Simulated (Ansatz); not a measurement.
Geometry optimisation in Ansatz: input, command and trajectory.

```yaml
crystal:
  lattice:
    - [3.8174487349, 0.0, 0.0]
    - [-1.9087243674, 3.306007582, 0.0]
    - [0.0, 0.0, 6.5239563963]
  atoms:
    - { symbol: Sn, position: [0.0, 0.0, 0.0] }
    - { symbol: Se, position: [0.6666666667, 0.3333333333, 0.7519098106] }
    - { symbol: Se, position: [0.3333333333, 0.6666666667, 0.2480901894] }
basis:
  ecutwfc: 420
kpoints:
  mp_grid: { grid: [12, 12, 6] }
hamiltonian:
  xc: pbesol
scf:
  occupations: { method: gaussian, width: 0.02 }
output:
  forces: true
  stress: true
  eigenvalues: true
relax:
  adjacent_minimum: "off"
  f_tol: 0.008
  max_steps: 40
```

```bash
ansatz run input.yaml --threads 1 --pin off --max-ram 2560MiB --backend cpu --events-out ev --progress --plain --runs-dir out
```

Level of theory: Ansatz, DFT PBEsol, scalar-relativistic, plane waves, PAW.

Of 4 frames 4 are shown, positions in Å and forces in eV/Å; the SCF threshold varies from step to step. The mark taken_back stands on steps that the optimiser undid.

```xyz
3
Lattice="3.8174 0.0000 0.0000 -1.9087 3.3060 0.0000 0.0000 0.0000 6.5240" Properties=species:S:1:pos:R:3:forces:R:3 pbc="T T T" step=1 free_energy_over_end_meV_per_atom=2.86
Sn    0.0000    0.0000    0.0000    0.0000    0.0000    0.0000
Se    1.9087    1.1020    4.9054    0.0000    0.0000    0.2794
Se    0.0000    2.2040    1.6185    0.0000    0.0000   -0.2794
3
Lattice="3.8174 0.0000 0.0000 -1.9087 3.3060 0.0000 0.0000 0.0000 6.5240" Properties=species:S:1:pos:R:3:forces:R:3 pbc="T T T" step=2 free_energy_over_end_meV_per_atom=11.42 taken_back
Sn    0.0000    0.0000    0.0000    0.0000    0.0000    0.0000
Se    1.9087    1.1020    4.9954    0.0000    0.0000   -0.5839
Se    0.0000    2.2040    1.5286    0.0000    0.0000    0.5839
3
Lattice="3.8174 0.0000 0.0000 -1.9087 3.3060 0.0000 0.0000 0.0000 6.5240" Properties=species:S:1:pos:R:3:forces:R:3 pbc="T T T" step=3 free_energy_over_end_meV_per_atom=0.02
Sn    0.0000    0.0000    0.0000    0.0000    0.0000    0.0000
Se    1.9087    1.1020    4.9336    0.0000    0.0000    0.0211
Se    0.0000    2.2040    1.5903    0.0000    0.0000   -0.0211
3
Lattice="3.8174 0.0000 0.0000 -1.9087 3.3060 0.0000 0.0000 0.0000 6.5240" Properties=species:S:1:pos:R:3:forces:R:3 pbc="T T T" step=4 free_energy_over_end_meV_per_atom=0.00
Sn    0.0000    0.0000    0.0000    0.0000    0.0000    0.0000
Se    1.9087    1.1020    4.9359    0.0000    0.0000    0.0003
Se    0.0000    2.2040    1.5881    0.0000    0.0000   -0.0003
```

Time: 21 s on 1 thread of Intel(R) Xeon(R) 6975P-C (Granite Rapids) (shared host), peak memory 0.54 GiB.

The cell holds layers, and where no dispersion correction was added their binding is poorly described.